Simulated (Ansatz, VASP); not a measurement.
## KMgF3 in VASP and in Ansatz

```
K Mg F
1.0
     3.98590    0.00000    0.00000
     0.00000    3.98590    0.00000
     0.00000    0.00000    3.98590
K Mg F
1 1 3
Direct
  0.50000 0.50000 0.50000
  0.00000 0.00000 0.00000
  0.50000 0.00000 0.00000
  0.00000 0.50000 0.00000
  0.00000 0.00000 0.50000
```

Alike in both runs: task single point; functional LDA; k mesh 4 × 4 × 4; occupations gaussian, width 0.1 eV; no spin polarisation.

|  | VASP | Ansatz |
| --- | --- | --- |
| version | VASP 6.6.1 | Ansatz 0.2.0 |
| potentials or method | VASP PAW LDA potentials, release 64 (K_sv, Mg, F) | scalar-relativistic, plane waves, PAW |
| plane-wave cutoff (eV) | 520 | 420 |
| valence electrons in the cell | 32 | 40 |

VASP gave:

| Quantity | Value |
| --- | --- |
| gap on the k mesh at the Fermi level (eV) | 6.96 |
| least direct gap on the mesh (eV) | 7.28 |
| pressure (GPa) | -5.2 |

**Question.** Which values does Ansatz return?

**Answer.** gap on the k mesh at the Fermi level (eV): 6.98; least direct gap on the mesh (eV): 7.31; pressure (GPa): -4.5.

The two sets of potentials don't hold the same shells in valence.

A k mesh can miss the band edges. LDA gaps usually lie below the measured ones, often by a third to a half.
